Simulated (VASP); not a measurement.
# BeTe: molecular dynamics at constant energy

BeTe, F-43m (no. 216), 8 atoms in the cell. PBE, molecular dynamics; PAW potentials Te, Be (PBE set).

Ensemble: NVE; Starting temperature (K): 1000.

## Input

INCAR:
```
  ALGO = Normal
  ANDERSEN_PROB = 0.0
  EDIFF = 1E-6
  ENCUT = 250
  GGA = PE
  IBRION = 0
  ISIF = 2
  ISMEAR = 0
  ISYM = 0
  KPAR = 2
  LASPH = T
  LCHARG = F
  LREAL = Auto
  LWAVE = F
  MDALGO = 1
  NELM = 60
  NELMIN = 4
  NSW = 60
  POTIM = 1.0
  PREC = Normal
  RANDOM_SEED = 810806 0 0
  SIGMA = 0.05
  TEBEG = 1000
```

KPOINTS:
```
k-points
0
Monkhorst-Pack
  2 2 2
```

POSCAR:
```
BeTe
1.0
    5.5400000000      0.0000000000      0.0000000000
    0.0000000000      5.5400000000      0.0000000000
    0.0000000000      0.0000000000      5.5400000000
Te Be
4 4
Direct
    0.2500000000      0.2500000000      0.2500000000
    0.2500000000      0.7500000000      0.7500000000
    0.7500000000      0.2500000000      0.7500000000
    0.7500000000      0.7500000000      0.2500000000
    0.0000000000      0.0000000000      0.0000000000
    0.0000000000      0.5000000000      0.5000000000
    0.5000000000      0.0000000000      0.5000000000
    0.5000000000      0.5000000000      0.0000000000
```

Commands:
```
cat potpaw_PBE.64/Te/POTCAR potpaw_PBE.64/Be/POTCAR > POTCAR
mpirun -np 2 vasp_std > vasp.out
```

## Result

- Rise of the mean potential energy above the start (meV/atom): 56.7
- Mean temperature (K): 500
- Electronic steps per ionic step after the first: 4.1

Course of the run:

| Time (fs) | Temperature (K) | Potential energy less the first (meV/atom) |
|---|---|---|
| 1 | 1000 | 0.0 |
| 6 | 832 | 19.0 |
| 10 | 537 | 52.5 |
| 15 | 249 | 85.1 |
| 19 | 248 | 85.2 |
| 24 | 466 | 60.4 |
| 28 | 649 | 39.7 |
| 33 | 759 | 27.4 |
| 37 | 740 | 29.5 |
| 42 | 600 | 45.3 |
| 46 | 416 | 66.1 |
| 51 | 192 | 91.5 |
| 55 | 135 | 98.1 |
| 60 | 292 | 80.2 |

The mean temperature lies below the starting 1000 K, since the atoms start on their sites and part of their kinetic energy turns into potential energy.

REPORT:
```
MDALGO =   1
         ANDERSEN_PROB =  0.00000000
               SCALING =       0
                 CNEXP =     9.000   14.000
           RANDOM_SEED =            810806                0                0

   original number of atomic DOF:         21
   number of independent constraints:      0
   number of active DOF:                  21

========================================
         MD step No.       1
========================================

  Atomic velocities initialized by STEP_tb

  >Energies
                    E_tot             E_pot             E_kin               EPS                ES
   e_b>   -0.29117588E+02   -0.30022413E+02    0.90482550E+00    0.00000000E+00    0.00000000E+00

  >Temperature
               T_sim     T_inst
   tmprt>   1000.000   1000.000

  >Thermostat, num. of collisions:                0

           RANDOM_SEED =            810806               96                0

[... steps left out ...]

========================================
         MD step No.      60
========================================

  >Energies
                    E_tot             E_pot             E_kin               EPS                ES
   e_b>   -0.29116563E+02   -0.29380438E+02    0.26387555E+00    0.00000000E+00    0.00000000E+00

  >Temperature
               T_sim     T_inst
   tmprt>   1000.000    291.631

  >Thermostat, num. of collisions:                0

           RANDOM_SEED =            810806             2928                0
```

OSZICAR:
```
N       E                     dE             d eps       ncg     rms          rms(c)
DAV:   1     0.846335604690E+02    0.84634E+02   -0.78415E+03   168   0.693E+02
DAV:   2    -0.247158048094E+02   -0.10935E+03   -0.10595E+03   244   0.138E+02
DAV:   3    -0.306056967035E+02   -0.58899E+01   -0.58668E+01   208   0.363E+01
DAV:   4    -0.307275836865E+02   -0.12189E+00   -0.12177E+00   214   0.599E+00
DAV:   5    -0.307310599667E+02   -0.34763E-02   -0.34760E-02   198   0.894E-01    0.873E+00
DAV:   6    -0.301782006720E+02    0.55286E+00   -0.63188E-01   200   0.327E+00    0.521E+00
DAV:   7    -0.300194553783E+02    0.15875E+00   -0.51476E-01   205   0.311E+00    0.968E-01
DAV:   8    -0.300212833971E+02   -0.18280E-02   -0.27745E-02   209   0.876E-01    0.141E-01
DAV:   9    -0.300221903821E+02   -0.90699E-03   -0.18515E-03   199   0.219E-01    0.647E-02
DAV:  10    -0.300223151112E+02   -0.12473E-03   -0.18629E-04   222   0.621E-02    0.472E-02
DAV:  11    -0.300224083855E+02   -0.93274E-04   -0.10892E-04   168   0.576E-02    0.876E-03
DAV:  12    -0.300224129836E+02   -0.45982E-05   -0.55703E-06   193   0.137E-02    0.686E-03
[... left out ...]
     58 T=   202. E= -.29116369E+02 F= -.29299158E+02 E0= -.29299158E+02  EK= 0.18279E+00 SP= 0.00E+00 SK= 0.00E+00
     59 T=   243. E= -.29116458E+02 F= -.29336632E+02 E0= -.29336632E+02  EK= 0.22017E+00 SP= 0.00E+00 SK= 0.00E+00
[... last step whole ...]
       N       E                     dE             d eps       ncg     rms          rms(c)
DAV:   1    -0.293804369780E+02   -0.43805E-01   -0.13961E-06   135   0.330E-01    0.260E-03
DAV:   2    -0.293804383198E+02   -0.13417E-05   -0.12347E-05   168   0.240E-02    0.213E-03
DAV:   3    -0.293804383586E+02   -0.38870E-07   -0.93254E-08   129   0.201E-03    0.149E-03
DAV:   4    -0.293804384300E+02   -0.71371E-07   -0.41861E-08    84   0.116E-03
     60 T=   292. E= -.29116563E+02 F= -.29380438E+02 E0= -.29380438E+02  EK= 0.26388E+00 SP= 0.00E+00 SK= 0.00E+00
```

Limits: 60 fs of 8 atoms are too short for converged averages.

VASP 6.6.1 took 172 s on 2 cores (AMD EPYC 7R43 (Zen 3)), a shared host.
